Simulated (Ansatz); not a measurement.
TiC: energy along a strain

TiC, Fm-3m, a = 4.293 Å. Ansatz: PBEsol, PAW, 420 eV, Γ-centred 24×24×24 mesh on 2 atoms, Gaussian smearing 0.15 eV; no spin polarisation. Cell vectors (Å): 0.000 2.147 2.147; 2.147 0.000 2.147; 2.147 2.147 0.000. The cell is strained by x per cent times the pattern (1 -1 0 0 0 0) in the order xx yy zz yz xz xy (engineering shears), with fractional coordinates held. y is the free energy over the start, V0 = 9.892 Å³/atom. Symmetry makes y even in x. Points with a strain past 8.5 % were computed too (4) and aren't used here.

```
x (%) y (meV/atom)
-7.50        160.66
 0.00          0.00
 1.87          9.35
 3.75         38.12
 5.62             ?
```

Task: Fit y = c2 x² + c4 x⁴ to the other rows, get the stiffness along the pattern, and predict the missing energy.

Result: Least squares on the rows shown. y = 2.6622 x² + 0.0034480 x⁴. The clamped-ion stiffness p·C·p = 2 × 26.62 eV × 160.2 / 9.892 Å³ = 862 GPa. At x = 5.62 the fit asked for gives 87.52 meV/atom. The run gave 87.53 meV/atom, so the fit is 0.01 meV/atom too low, a small miss on the scale of the series.

The energy rises almost quadratically along this strain, with a small positive quartic term, so the lattice stiffens slightly at larger amplitude. The pattern lengthens Ti–C bonds along one cube axis and shortens them along another while keeping the bond angles at right angles, so it tests bond stretching rather than bending. The high resistance fits the strong, directional overlap of Ti 3d and C 2p states in TiC, whose electron count fills the bonding states and leaves the antibonding ones largely empty. Part of the quartic term probably comes from the slight volume loss that this strain brings at second order.

The 862 GPa equals twice C11 − C12, not a single elastic constant. Because every atom stays on an inversion centre, internal relaxation would not lower it, and the clamped-ion value is also the relaxed one. The close prediction at 5.62 % is an interpolation, so it supports a smooth energy curve within the sampled range but says nothing about the ideal strength or the resistance to shear governed by C44.
